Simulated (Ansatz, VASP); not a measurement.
Given: the input of a run of VASP 6.6.1 on Pt.

INCAR

```
PREC = Accurate ; ENCUT = 520
EDIFF = 1E-6 ; ISMEAR = -1
SIGMA = 0.05 ; LREAL = False
LASPH = True ; NELM = 100
ALGO = Normal ; ISIF = 2
LWAVE = False ; LCHARG = False
GGA = PS ; NBANDS = 17
```

KPOINTS

```
regular mesh
0
Gamma
  11 11 6
```

Contents of POSCAR:

```
Pt
1.0
    2.8148100603      0.0000000000      0.0000000000
   -1.4074050301      2.4376970190      0.0000000000
    0.0000000000      0.0000000000      4.8861212732
Pt
2
Direct
    0.3333333333      0.6666666667      0.2500000000
    0.6666666667      0.3333333333      0.7500000000
```

Potentials or basis: VASP PAW PBE potentials, release 64 (Pt).

Run with:

```sh
$ cat potpaw_PBE.64/Pt/POTCAR > POTCAR
$ mpirun -np 1 vasp_std > vasp.out
```

**Question.** Translate it to Ansatz 0.2.0. Potentials there: all-electron LAPW, scalar-relativistic.

**Answer.** As run (the cutoff follows the program's own potentials):

The input input.yaml:

```yaml
crystal:
  lattice:
    - [2.8148100603, 0.0, 0.0]
    - [-1.4074050301, 2.437697019, 0.0]
    - [0.0, 0.0, 4.8861212732]
  atoms:
    - { symbol: Pt, position: [0.3333333333, 0.6666666667, 0.25] }
    - { symbol: Pt, position: [0.6666666667, 0.3333333333, 0.75] }
kpoints:
  mp_grid: { grid: [11, 11, 6] }
scf:
  occupations: { method: fermi_dirac, width: 0.05 }
hamiltonian:
  xc: pbesol
  pseudopotentials: { kind: all_electron, lapw: { basis_error: 0.001 } }
output:
  forces: true
  stress: true
  eigenvalues: true
```

Potentials or basis: all-electron LAPW, scalar-relativistic.

The run is started by

```console
$ ansatz run input.yaml --threads 1 --pin off --max-ram 3072MiB --backend cpu --events-out ev --progress --plain --runs-dir out
```

Both were run:

|  | VASP | Ansatz | Ansatz less VASP |
| --- | --- | --- | --- |
| gap on the k mesh at the Fermi level (eV) | none | none | - |
| pressure (GPa) | -21.9 | -21.6 | +0.30 |
| largest component of the traceless stress (GPa) | 0.55 | 0.69 | +0.139 |

A gap of «none» marks a metal or a gap that the smearing closes. Ansatz ran all-electron here, so the differences hold the error of VASP's frozen core and of both bases.

Caveats: so large a pressure means that the cell lies far from this level's equilibrium, or that cutoff or potentials fall short (VASP); the potentials were made for another functional, which shifts forces and pressure (VASP). Spin-orbit coupling is left out, which matters for the levels of Pt.
